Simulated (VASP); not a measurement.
# ZnO (zincite) (P6_3mc) in VASP: notebook, part 2 of 2

VASP 6.6.1. Earlier steps stand in the parts before.

## 4. Phonons, r2SCAN

This run uses another cell than the first one, of 11.86 Å³/atom, 0.997 times its volume.

File POSCAR:

```
ZnO
1.0
    3.2408380726      0.0000000000      0.0000000000
   -1.6204190363      2.8066481004      0.0000000000
   -0.0000000000     -0.0000000000      5.2174932493
  Zn              O
     2     2
Direct
     0.3333333332999970    0.6666666667000030    0.4997042150177862
     0.6666666667000030    0.3333333332999970    0.9997042150177862
     0.6666666667000030    0.3333333332999970    0.3793057849822148
     0.3333333332999970    0.6666666667000030    0.8793057849822148
```

File INCAR.step1:

```
  PREC = Accurate
  ENCUT = 600
  EDIFF = 1E-8
  ISMEAR = 0
  SIGMA = 0.03
  LREAL = False
  LASPH = True
  NELM = 80
  ALGO = Normal
  ISIF = 3
  LWAVE = False
  LCHARG = False
  METAGGA = R2SCAN
  LMIXTAU = True
  IBRION = 2
  NSW = 40
  EDIFFG = -0.002
```

File INCAR.step2:

```
  PREC = Accurate
  ENCUT = 600
  EDIFF = 1E-8
  ISMEAR = 0
  SIGMA = 0.03
  LREAL = False
  LASPH = True
  NELM = 80
  ALGO = Normal
  ISIF = 2
  LWAVE = False
  LCHARG = False
  METAGGA = R2SCAN
  LMIXTAU = True
  IBRION = 6
  NFREE = 2
  POTIM = 0.015
  NSW = 1
```

File KPOINTS:

```
Automatic mesh
0
Gamma
  9 9 5
```

Potentials or basis: VASP PAW PBE potentials, release 64 (Zn, O).

On the command line:

```console
> cat potpaw_PBE.64/Zn/POTCAR potpaw_PBE.64/O/POTCAR > POTCAR
> cp INCAR.step1 INCAR
> mpirun -np 1 vasp_std > vasp.out
> cp CONTCAR POSCAR
> cp INCAR.step2 INCAR
> mpirun -np 1 vasp_std > vasp.out
```

OUTCAR:

```text
PREC = Accurate
   ENCUT = 600
   EDIFF = 1E-8
   ISMEAR = 0
   LREAL = False
   LASPH = True
   NELM = 80
   ISIF = 2
   METAGGA = R2SCAN
   IBRION = 6
   NFREE = 2
   POTIM = 0.015
   NSW = 1

 ion  position               nearest neighbor table
   1  0.333  0.667  0.500-   3 1.97   3 1.97   3 1.97   4 1.98
   2  0.667  0.333  0.000-   4 1.97   4 1.97   4 1.97   3 1.98
   3  0.667  0.333  0.379-   1 1.97   1 1.97   1 1.97   2 1.98
   4  0.333  0.667  0.879-   2 1.97   2 1.97   2 1.97   1 1.98
[... 1163 lines left out ...]
          X           Y           Z          XY          YZ          ZX
  --------------------------------------------------------------------------------
  x     0.00000     0.00000     0.00000    -8.48717    -0.00000     4.75215
  y    -8.48717     8.48717    -0.00000    -0.00000     4.75365    -0.00000
  z     4.79290     4.79290    -9.36073     0.00000     0.00000     0.00000

 Eigenvectors and eigenvalues of the dynamical matrix
 ----------------------------------------------------

   1 f  =   16.458504 THz   103.411831 2PiTHz  548.996604 cm-1    68.066873 meV
             X         Y         Z           dx          dy          dz
     -0.000000  1.870019  2.611686    -0.000000    0.000000   -0.080174
      1.619484  0.935009  0.000044     0.000000   -0.000000    0.080174
      1.619484  0.935009  1.979632     0.000000   -0.000000   -0.702547
     -0.000000  1.870019  4.591274    -0.000000    0.000000    0.702547
[... 71 lines left out ...]
  12 f/i=    0.228619 THz     1.436453 2PiTHz    7.625898 cm-1     0.945490 meV
             X         Y         Z           dx          dy          dz
     -0.000000  1.870019  2.611686    -0.639682   -0.000965   -0.000000
      1.619484  0.935009  0.000044    -0.639682   -0.000965   -0.000000
      1.619484  0.935009  1.979632    -0.301341   -0.000455   -0.000000
     -0.000000  1.870019  4.591274    -0.301341   -0.000455   -0.000000

 ELASTIC MODULI CONTR FROM IONIC RELAXATION (kBar)
 Direction    XX          YY          ZZ          XY          YZ          ZX
 --------------------------------------------------------------------------------
 XX        -809.5963    349.2511    477.9762     -0.0000      0.0000      0.0000
 YY         349.2511   -809.5963    477.9762      0.0000     -0.0000     -0.0000
 ZZ         477.9762    477.9762   -992.5650      0.0000     -0.0000     -0.0000
 XY          -0.0000      0.0000      0.0000   -579.4237      0.0000      0.0000
 YZ           0.0000     -0.0000     -0.0000      0.0000   -206.1399     -0.0000
 ZX           0.0000     -0.0000     -0.0000      0.0000     -0.0000   -206.0096
 --------------------------------------------------------------------------------
```

OUTCAR.step1:

```text
PREC = Accurate
   ENCUT = 600
   EDIFF = 1E-8
   ISMEAR = 0
   LREAL = False
   LASPH = True
   NELM = 80
[... 1020 lines left out ...]
  -------------------------------------------------------------------------------------
  Total        0.0056821      0.0056821      0.0045940      0.0000000      0.0000000      0.0000000
  in kB        0.1918371      0.1918371      0.1551011      0.0000000      0.0000000      0.0000000
  external PRESSURE =       0.1795917 kB  Pullay stress =       0.0000000 kB
[... 19 lines left out ...]
  FREE ENERGIE OF THE ION-ELECTRON SYSTEM (eV)
  ---------------------------------------------------
  free  energy   TOTEN  =       -36.3239316626 eV

  energy  without entropy=      -36.3239316626  energy(sigma->0) =      -36.32393166

 reached required accuracy - stopping structural energy minimisation
```

It took 83 min on 1 thread of Intel Xeon Platinum 8259CL at 2.50GHz (Skylake/Cascade Lake), shared host; peak memory 0.49 GiB.

What came out:

* Highest phonon frequency at Γ, LO-TO splitting left out: 549 cm⁻¹

Phonon frequencies in cm⁻¹ (negative: imaginary):
```
              q point                                 frequencies
(0.000, 0.000, 0.000)  -8 -8 -5 50 50 255 378 399 399 433 433 549
```

Caveat: the PAW data sets were made with another functional, which shifts forces and pressure a little.

## 5. The runs side by side

| task | level | cell | cutoff (eV) | by perturbation theory | gap on the mesh (eV) |
| --- | --- | --- | --- | --- | --- |
| band structure | PBE | P6_3mc, 11.9 Å³/atom | 520 | - | 0.79 |
| band structure | TB-mBJ | P6_3mc, 11.9 Å³/atom | 520 | - | 2.58 |
| phonons | r2SCAN | P6_3mc, 11.86 Å³/atom | 600 | no | - |

Alike in all rows: potentials or basis VASP PAW PBE potentials, release 64 (Zn, O); no spin polarisation; k mesh 9 × 9 × 5; smearing gaussian 0.03 eV.

Caveats: the PAW data sets were made with another functional, which shifts forces and pressure a little (some runs).

Absolute energies hang on the potentials; compare differences alone.

## 6. How close it comes

Step 2. A measured gap of ZnO is 3.37 eV (quoted in “Electronic structure of alkaline earth and post-transition metal oxides”, 2009, arxiv:0908.1581); the calculated 0.79 eV misses it by -2.58 eV. So large a miss can be the level of theory's own, or it may mean another phase, state or a wrong row. The value is that of PBE, without temperature or zero-point motion. Semilocal functionals fall short of measured gaps as a rule.

Step 3. Against the measured gap of ZnO, 3.37 eV (quoted in “Electronic structure of alkaline earth and post-transition metal oxides”, 2009, arxiv:0908.1581), the calculated 2.58 eV is off by -0.79 eV. The value is that of TB-mBJ, without temperature or zero-point motion.
